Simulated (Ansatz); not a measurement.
Input and command of a plane-wave DFT calculation in Ansatz:

```yaml
crystal:
  lattice:
    - [2.9004352002, 0.0, 0.0]
    - [-1.4502176001, 2.5118505654, 0.0]
    - [0.0, 0.0, 28.7729713409]
  atoms:
    - { symbol: Ti, position: [0.6666666667, 0.3333333333, 0.260661296] }
    - { symbol: Ti, position: [0.3333333333, 0.6666666667, 0.340440864] }
    - { symbol: Ti, position: [0.6666666667, 0.3333333333, 0.420220432] }
    - { symbol: Ti, position: [0.3333333333, 0.6666666667, 0.5] }
    - { symbol: Ti, position: [0.6666666667, 0.3333333333, 0.579779568] }
    - { symbol: Ti, position: [0.3333333333, 0.6666666667, 0.659559136] }
    - { symbol: Ti, position: [0.6666666667, 0.3333333333, 0.739338704] }
basis:
  ecutwfc: 420
kpoints:
  mp_grid: { grid: [12, 12, 1] }
hamiltonian:
  xc: pbesol
scf:
  occupations: { method: gaussian, width: 0.1 }
  max_iter: 78
output:
  forces: true
  stress: true
  eigenvalues: true
efield:
  axis: 3
  dipole_correction: true
  ramp_width: 0.04
  amplitude: -0.3
```

```bash
ansatz run input.yaml --threads 1 --pin off --max-ram 2560MiB --backend cpu --events-out ev --progress --plain --runs-dir out
```

Processor: Arm Neoverse V1, 1 thread, on a host shared with other jobs.

**Question.** Estimate time, memory and problem size.

**Answer.** About 58 s on 1 thread of Arm Neoverse V1, with other jobs on the host, peak memory 0.43 GiB. It solves 51 bands at 19 k points (the mesh reduced by the symmetry that the task leaves, which can be less than the crystal's) with about 4081 plane waves, in 18 SCF iterations.
